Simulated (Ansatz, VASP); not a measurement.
# As in VASP and in Ansatz

```
CELL_PARAMETERS angstrom
1.84240 1.06371 3.44233
-1.84240 1.06371 3.44233
0.00000 -2.12742 3.44233
ATOMIC_POSITIONS crystal
As 0.22600 0.22600 0.22600
As 0.77400 0.77400 0.77400
```

Alike in both runs: task single point; functional LDA; k mesh 9 × 9 × 9; occupations fermi-dirac, width 0.05 eV; no spin polarisation.

|  | VASP | Ansatz |
| --- | --- | --- |
| version | VASP 6.6.1 | Ansatz 0.2.0 |
| potentials or method | VASP PAW LDA potentials, release 64 (As) | Ansatz PAW |
| plane-wave cutoff (eV) | 520 | 420 |
| valence electrons in the cell | 10 | 30 |

Ansatz gave:

| Item | Value |
| --- | --- |
| gap on the k mesh at the Fermi level (eV) | none |
| pressure (GPa) | 3.9 |
| largest component of the traceless stress (GPa) | 1.61 |
| rms of the force components (eV/Å) | 0.403 |

Q: What did VASP give for the same quantities?

A: gap on the k mesh at the Fermi level (eV): none; pressure (GPa): 4.5; largest component of the traceless stress (GPa): 1.81; rms of the force components (eV/Å): 0.456.

Atom by atom the forces differ by 0.053 eV/Å (rms over components). A gap of «none» marks a metal or a gap that the smearing closes. The two sets of potentials don't hold the same shells in valence.

Caveats: the PAW data sets come from PBE, with cores solved anew for the run's functional, which leaves a small shift of forces and pressure (Ansatz).
